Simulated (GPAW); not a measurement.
# BN (P6_3mc) in GPAW: convergence with smearing function

Aim: find how far smearing function must go before the results for BN settle, at r2SCAN. This setting moves, with any that are tied to it; all else stays.

All numbers are computed with GPAW 26.7.0; they aren't measurements. Logs are shortened: lines on timing, memory, paths and dates and some standing lists are left out, and cuts for length are marked. The log counts tension as positive stress, the text compression.

**1. Starting point**

The structure is hexagonal, space group P6_3mc (No. 186). Conventional cell: a = 2.554 Å, b = 2.554 Å, c = 4.227 Å, α = 90.00°, β = 90.00°, γ = 120.00°. N (site symmetry 3m) has 4 B at 1.57 to 1.58 Å as nearest neighbours. B (site symmetry 3m) is surrounded by 4 N at 1.57 to 1.58 Å.

Measurements of this composition are mostly on another form, of space group No. 194.

**2. With smearing function fermi-dirac**

Contents of run.py:

```python
from ase.dft.bandgap import bandgap
from ase.io import read, write
from ase.units import GPa
from gpaw import GPAW, PW

atoms = read('POSCAR')

calc = GPAW(mode=PW(800),
            xc='MGGA_X_R2SCAN+MGGA_C_R2SCAN',
            kpts={'size': (9, 9, 5), 'gamma': True},
            occupations={'name': 'fermi-dirac', 'width': 0.1},
            nbands=18,
            convergence={'density': 1e-05, 'energy': 1e-05},
            maxiter=100,
            txt='gpaw.txt')
atoms.calc = calc
energy = atoms.get_potential_energy()
forces = atoms.get_forces()
stress = atoms.get_stress()
calc.write('gs.gpw')
write('result.traj', atoms)
print(f'Energy: {energy:.6f} eV')
print('Forces (eV/A):')
print(forces.round(4))
print('Stress (GPa):', (stress / GPa).round(3))
print('Fermi level:', round(calc.get_fermi_level(), 4), 'eV')
print(f'Gap: {bandgap(calc)[0]:.4f} eV, direct: {bandgap(calc, direct=True)[0]:.4f} eV')
```

Contents of POSCAR:

```
BN
1.0
    2.5539396017      0.0000000000      0.0000000000
   -1.2769698009      2.2117765748      0.0000000000
    0.0000000000      0.0000000000      4.2268550000
N B
2 2
Direct
    0.3333333333      0.6666666667      0.1252760000
    0.6666666667      0.3333333333      0.6252760000
    0.3333333333      0.6666666667      0.4997240000
    0.6666666667      0.3333333333      0.9997240000
```

Potentials or basis: GPAW PAW data sets (gpaw-data 1.2.1), pw.

Started as:

```
$ OMP_NUM_THREADS=1 python run.py
```

gpaw.txt:

```text
__  _  _
 | _ |_)|_||  |
 |__||  | ||/\| - 26.7.0

Input parameters:
  mode=PW(ecut=800.0),
  convergence={'density': 1e-05, 'energy': 1e-05},
  kpts=MonkhorstPack(size=(9, 9, 5), gamma=True),
  maxiter=100,
  nbands=18,
  occupations=Occupations(name='fermi-dirac', width=0.1),
  xc=XC(name='MGGA_X_R2SCAN+MGGA_C_R2SCAN')

Diagonalizing LCAO Hamiltonian
Converting LCAO to pw mode

          B

        B N

        N

Atoms  # Å, Bohr magnetons
|   | symbol |         x |        y |        z |    initial magnetic moments |
|---|--------|-----------|----------|----------|-----------------------------|
| 0 |      N | -0.000000 | 1.474518 | 0.529523 | ( 0.0000,  0.0000,  0.0000) |
| 1 |      N |  1.276970 | 0.737259 | 2.642951 | ( 0.0000,  0.0000,  0.0000) |
| 2 |      B | -0.000000 | 1.474518 | 2.112261 | ( 0.0000,  0.0000,  0.0000) |
| 3 |      B |  1.276970 | 0.737259 | 4.225688 | ( 0.0000,  0.0000,  0.0000) |

Unit cell  # Å
| periodic |         x |        y |        z |  lengths |     angles |
|----------|-----------|----------|----------|----------|------------|
|      yes |  2.553940 | 0.000000 | 0.000000 | 2.553940 |  90.000000 |
|      yes | -1.276970 | 2.211777 | 0.000000 | 2.553940 |  90.000000 |
|      yes |  0.000000 | 0.000000 | 4.226855 | 4.226855 | 120.000000 |

Number of symmetries: 6
Symmetry operations  # r_c * U_cc + t_c -> r_c
|   | kind |            matrix            |
|---|------|------------------------------|
| 0 |  σ   |  1, 1, 0,  0,-1, 0,  0, 0, 1 |
| 1 |  E   |  1, 0, 0,  0, 1, 0,  0, 0, 1 |
| 2 |  C3  |  0, 1, 0, -1,-1, 0,  0, 0, 1 |
| 3 |  σ   |  0,-1, 0, -1, 0, 0,  0, 0, 1 |
| 4 |  σ   | -1, 0, 0,  1, 1, 0,  0, 0, 1 |
| 5 |  C3  | -1,-1, 0,  1, 0, 0,  0, 0, 1 |

BZ-sampling:
  Number of BZ points: 405
  Number of IBZ points: 50

  Monkhorst-Pack size: [9, 9, 5]
  Monkhorst-Pack shift: [0, 0, 0]

K-points  # in reciprocal-cell coordinates
|     |                                coordinates |     weight |
|-----|--------------------------------------------|------------|
|   0 | (  0.00000000,   0.00000000,   0.00000000) | 0.00246914 |
|   1 | (  0.00000000,   0.00000000,   0.20000000) | 0.00493827 |
|   2 | (  0.00000000,   0.00000000,   0.40000000) | 0.00493827 |
|   3 | (  0.11111111,   0.00000000,  -0.40000000) | 0.01481481 |
|   4 | (  0.11111111,   0.00000000,  -0.20000000) | 0.01481481 |
|   5 | (  0.11111111,   0.00000000,   0.00000000) | 0.01481481 |
|   6 | (  0.11111111,   0.00000000,   0.20000000) | 0.01481481 |
|   7 | (  0.11111111,   0.00000000,   0.40000000) | 0.01481481 |
|   8 | (  0.22222222,  -0.11111111,   0.00000000) | 0.01481481 |
|   9 | (  0.22222222,  -0.11111111,   0.20000000) | 0.02962963 |
| ... |                                            |            |
|  49 | (  0.44444444,   0.44444444,   0.40000000) | 0.02962963 |

Plane wave coefficients: 1239
Cutoff: 800.0 eV

Spin-components: 1 (collinear spins)
Bands:           18
Projectors:      20
Spin-degeneracy: 2
Datatype:        complex128

Parallelization:
  kpt:    1
  domain: 1
  band:   1

Density:
  Valence electrons: 16.0
  Components: 1
  Grid points: [18 18 28]
  Charge: 0.0  # |e|

Potential:
  Grid points: [18 18 28]

species:
  N:
    name:    Nitrogen
    Z:       7.0
    valence: 5
    core:    2
    charge:  0.0  # [|e|]
    compensation charges:
      type: gauss
      rc: 0.18  # [Å]
      lmax: 2
    cutoffs:
      filter: 1.11  # [Å]
      core: 0.96  # [Å]
    projectors
    | kind |    occ | energy [eV] | rcut [Å] |
    |------|--------|-------------|----------|
    |   2s |  2.000 |     -18.583 |    0.603 |
    |   2p |  3.000 |      -7.089 |    0.529 |
    |    s |        |       8.629 |    0.603 |
    |    p |        |      20.123 |    0.529 |
    |    d |        |       0.000 |    0.577 |

    Using partial waves for N as LCAO basis

  B:
    name:    Boron
    Z:       5.0
    valence: 3
    core:    2
    charge:  0.0  # [|e|]
    compensation charges:
      type: gauss
      rc: 0.20  # [Å]
      lmax: 2
    cutoffs:
      filter: 1.14  # [Å]
      core: 1.38  # [Å]
    projectors
    | kind |    occ | energy [eV] | rcut [Å] |
    |------|--------|-------------|----------|
    |   2s |  2.000 |      -9.443 |    0.635 |
    |   2p |  1.000 |      -3.606 |    0.635 |
    |    s |        |      17.768 |    0.635 |
    |    p |        |      23.605 |    0.635 |
    |    d |        |       0.000 |    0.635 |

    Using partial waves for B as LCAO basis

Reference energy: -4302.422143  # eV

eigensolver:
  PPCG
  Converge bands: occupied
  niter=2

density mixing:
  MSR1-Mixer
  Pratt-step length: 0.05
  Maximum mixing coefficient: 0.75
  Old densities: 10
  SVD Regularization: 0.005
  Good broyden scale: 1.0
  Trust region scale: 1.0
  Backstep threshold: 4.0
  History deletion threshold: 6.0
  Fourier metric: weight=20.0, sigma=0.015

occupation numbers:
  Fermi-Dirac:
    width: 0.1000  # eV

poisson solver:
  ecut: 6400.0  # eV

xc functional:
  name: MGGA_X_R2SCAN+MGGA_C_R2SCAN with 2 nearest neighbor stencil

convergence criteria:
- Maximum integral of absolute [dens]ity change: 1e-05 electrons / valence electron
- Maximum [total energy] change in last 3 cyles: 1e-05 eV / valence electron
- Maximum integral of absolute [eigenst]ate change: 4e-08 eV^2 / valence electron
maximum number of iterations: 100

SCF iterations
|iter     | |      energy | eigst |  dens |
|---------|-|-------------|-------|-------|
|iter:   1| |  -44.687907 | +0.09 |       |
|iter:   2| |  -39.173658 | -1.40 | -0.74 |
|iter:   3| |  -38.357767 | -1.00 | -0.78 |
|iter:   4| |  -38.331687 | -2.45 | -1.30 |
|iter:   5| |  -38.338399 | -3.02 | -1.66 |
|iter:   6| |  -38.338929 | -4.92 | -2.50 |
|iter:   7| |  -38.338988 | -5.68 | -3.11 |
|iter:   8| |  -38.338990c| -7.05 | -4.01 |
|iter:   9| |  -38.338990c| -8.35c| -4.67 |
|iter:  10| |  -38.338990c| -8.54c| -5.20c|

Converged in 10 steps
Energy contributions relative to reference atoms: (reference = -4302.422143)

Energy contributions:
  Kinetic:          27.996423
  Coulomb:         -26.567025
  Zero:              0.138932
  External:          0.000000
  Xc:              -39.907320
  Entropy:          -0.000000
  Spinorbit:         0.000000
  ----------------------------
  Free energy:     -38.338990
  Extrapolated:    -38.338990

dipole moment: (0.000001, -0.000000, 4.540447)  # |e|*Ang

Fermi level: 11.844
Eigenvalues  # (at kpt = [0.000, 0.000, 0.000])
| band index |      eig [eV] | occ [0-2] |
|------------|---------------|-----------|
|          0 |       -11.426 |     2.000 |
|          1 |        -7.250 |     2.000 |
|          2 |        -1.297 |     2.000 |
|          3 |         7.735 |     2.000 |
|          4 |         7.736 |     2.000 |
|          5 |         9.635 |     2.000 |
[... 8 lines left out ...]
|         14 |        22.608 |     0.000 |
|         15 |        27.188 |     0.000 |
|        ... |               |           |
|         17 |        32.771 |     0.000 |

Gap: 5.743 eV
Transition (v -> c):
  (s=0, k=0, n=7, [0.00, 0.00, 0.00]) -> (s=0, k=26, n=8, [0.33, 0.33, 0.00])
Direct/indirect transitions are different
Direct gap: 8.924 eV
Transition at: (s=0, k=5, n=7, [0.11, 0.00, 0.00])

Forces  # eV/Ang
|        x |       y |        z |
|----------|---------|----------|
|  0.00000 | 0.00000 | -0.02860 |  # N    0
|  0.00000 | 0.00000 | -0.02864 |  # N    1
| -0.00000 | 0.00000 |  0.02541 |  # B    2
|  0.00000 | 0.00000 |  0.02544 |  # B    3

Stress tensor  # eV/Ang^3
|        x |         y |         z |
|----------|-----------|-----------|
| 0.035359 |  0.000000 |  0.000000 |
| 0.000000 |  0.035359 | -0.000000 |
| 0.000000 | -0.000000 |  0.038974 |

# Writing to gs.gpw (mode='')
```

Wall time 60 s (1 thread of Arm Neoverse V2, shared host); peak memory 0.21 GiB.

Results:

```
Free energy            : -38.3390 eV
Pressure               : -5.9 GPa
Largest force          : 0.029 eV/Å
Band gap on the k mesh : 5.74 eV, indirect (least direct gap 8.92 eV)
```

**3. With smearing function gaussian**

run.py, as its differences from that of step 2:

```diff
@@ -10,3 +10,3 @@
             kpts={'size': (9, 9, 5), 'gamma': True},
-            occupations={'name': 'fermi-dirac', 'width': 0.1},
+            occupations={'name': 'methfessel-paxton', 'order': 0, 'width': 0.1},
             nbands=18,
```

POSCAR is that of step 2.

Potentials or basis: GPAW PAW data sets (gpaw-data 1.2.1), pw.

Started as:

```
$ OMP_NUM_THREADS=1 python run.py
```

Run time: 57 s. Hardware: 1 thread of Arm Neoverse V2, shared host; peak memory 0.22 GiB.

The run converged. Its results:

- Free energy: -38.3390 eV
- Pressure: -5.9 GPa
- Largest force: 0.029 eV/Å
- Band gap on the k mesh: 5.74 eV, indirect (least direct gap 8.92 eV)

**4. With smearing function marzari-vanderbilt**

run.py, as its differences from that of step 3:

```diff
@@ -10,3 +10,3 @@
             kpts={'size': (9, 9, 5), 'gamma': True},
-            occupations={'name': 'methfessel-paxton', 'order': 0, 'width': 0.1},
+            occupations={'name': 'marzari-vanderbilt', 'width': 0.1},
             nbands=18,
```

POSCAR is that of step 3.

Started as:

```
$ OMP_NUM_THREADS=1 python run.py
```

It took 56 s on 1 thread of Arm Neoverse V2, shared host; peak memory 0.22 GiB.

It converged, with:

- Free energy: -38.3390 eV
- Pressure: -5.9 GPa
- Largest force: 0.029 eV/Å
- Band gap on the k mesh: 5.74 eV, indirect (least direct gap 8.92 eV)

**5. With smearing function methfessel-paxton**

run.py, as its differences from that of step 4:

```diff
@@ -10,3 +10,3 @@
             kpts={'size': (9, 9, 5), 'gamma': True},
-            occupations={'name': 'marzari-vanderbilt', 'width': 0.1},
+            occupations={'name': 'methfessel-paxton', 'width': 0.1, 'order': 1},
             nbands=18,
```

POSCAR is that of step 4.

Started as:

```
$ OMP_NUM_THREADS=1 python run.py
```

Run time: 57 s. Hardware: 1 thread of Arm Neoverse V2, shared host; peak memory 0.22 GiB.

It converged, with:

- Free energy: -38.3390 eV
- Pressure: -5.9 GPa
- Largest force: 0.029 eV/Å
- Band gap on the k mesh: 5.74 eV, indirect (least direct gap 8.92 eV)

**6. With smearing function tetrahedron-method**

run.py, as its differences from that of step 5:

```diff
@@ -10,3 +10,3 @@
             kpts={'size': (9, 9, 5), 'gamma': True},
-            occupations={'name': 'methfessel-paxton', 'width': 0.1, 'order': 1},
+            occupations={'name': 'tetrahedron-method'},
             nbands=18,
```

POSCAR is that of step 5.

Potentials or basis: GPAW PAW data sets (gpaw-data 1.2.1), pw.

Started as:

```
$ OMP_NUM_THREADS=1 python run.py
```

Wall time 56 s (1 thread of Arm Neoverse V2, shared host); peak memory 0.22 GiB.

The run converged. Its results:

- Free energy: -38.3390 eV
- Pressure: -5.9 GPa
- Largest force: 0.029 eV/Å
- Band gap on the k mesh: 5.74 eV, indirect (least direct gap 8.92 eV)

**7. With smearing function improved-tetrahedron-method**

run.py, as its differences from that of step 6:

```diff
@@ -10,3 +10,3 @@
             kpts={'size': (9, 9, 5), 'gamma': True},
-            occupations={'name': 'tetrahedron-method'},
+            occupations={'name': 'improved-tetrahedron-method'},
             nbands=18,
```

POSCAR is that of step 6.

Started as:

```
$ OMP_NUM_THREADS=1 python run.py
```

It took 56 s on 1 thread of Arm Neoverse V2, shared host; peak memory 0.21 GiB.

Results (log left out):

* Free energy: -38.3390 eV
* Pressure: -5.9 GPa
* Largest force: 0.029 eV/Å
* Band gap on the k mesh: 5.74 eV, indirect (least direct gap 8.92 eV)

**8. With smearing function fixed**

run.py, as its differences from that of step 7:

```diff
@@ -10,3 +10,3 @@
             kpts={'size': (9, 9, 5), 'gamma': True},
-            occupations={'name': 'improved-tetrahedron-method'},
+            occupations={'width': 0.0},
             nbands=18,
```

POSCAR is that of step 7.

Started as:

```
$ OMP_NUM_THREADS=1 python run.py
```

It took 56 s on 1 thread of Arm Neoverse V2, shared host; peak memory 0.22 GiB.

Results (log left out):

| Property | Result |
| --- | --- |
| Free energy | -38.3390 eV |
| Pressure | -5.9 GPa |
| Largest force | 0.029 eV/Å |
| Band gap on the k mesh | 5.74 eV, indirect (least direct gap 8.92 eV) |

**9. Summary**

```csv
smearing function,"energy less the tightest run, at zero smearing (meV/atom)",SCF cycles,CPU time (s),peak memory (GiB)
fermi-dirac,0.00,10,59,0.21
gaussian,0.00,10,57,0.22
marzari-vanderbilt,0.00,10,56,0.22
methfessel-paxton,0.00,10,56,0.22
tetrahedron-method,0.00,10,56,0.22
improved-tetrahedron-method,0.00,10,56,0.21
fixed,0.00,10,56,0.22
```

Against the tightest run, the energy stays within 1 meV/atom from fermi-dirac on. The tightest run that finished is the yardstick and may itself not be fully converged.

Caveats: the PAW data sets were made with another functional, which shifts forces and pressure a little; an odd mesh through Γ misses points on the zone boundary, where band edges often lie.
